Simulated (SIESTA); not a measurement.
Crystal: SiO2.

```
Si O
1.0
    -2.62334    4.77675    4.44167
     2.62334   -4.77675    4.44167
     2.62334    4.77675   -4.44167
Si O
4 8
Direct
  0.26034 0.84494 0.41540
  0.07045 0.15506 0.91540
  0.73966 0.15506 0.58460
  0.92955 0.84494 0.08460
  0.50000 0.00000 0.50000
  0.00000 0.00000 0.00000
  0.79318 0.00000 0.29318
  0.20682 0.50000 0.20682
  0.20682 0.00000 0.70682
  0.79318 0.50000 0.79318
  0.86931 0.11931 0.75000
  0.13069 0.88069 0.25000
```

The cell comes from a database or a generator and needn't be the stable form of this composition.

Base run:

```yaml
Program: SIESTA 5.4.2
Functional: LDA
Potentials_or_basis: PseudoDojo 0.4 standard (LDA files)
Basis: DZP (energy shift 0.003 Ry)
Grid_cutoff: 800 Ry
Energy_shift: 0.003 Ry
k_mesh: 6 × 6 × 6
Occupations: fermi-dirac, width 0.05 eV
Spin: no spin polarisation
```

Its results: band gap on the k mesh 6.63 eV, direct; pressure 0.7 GPa; largest force 0.313 eV/Å.

Task: The run is repeated on the same cell with these changes: functional from LDA to PBEsol; potentials or basis from PseudoDojo 0.4 standard (LDA files) to PseudoDojo 0.4 standard (PBEsol files). What comes out?

Result: Band gap on the k mesh 6.64 eV, direct; pressure 4.1 GPa; largest force 0.528 eV/Å.

Caveats: the basis of atomic orbitals isn't converged, which shifts pressures, moduli and gaps.
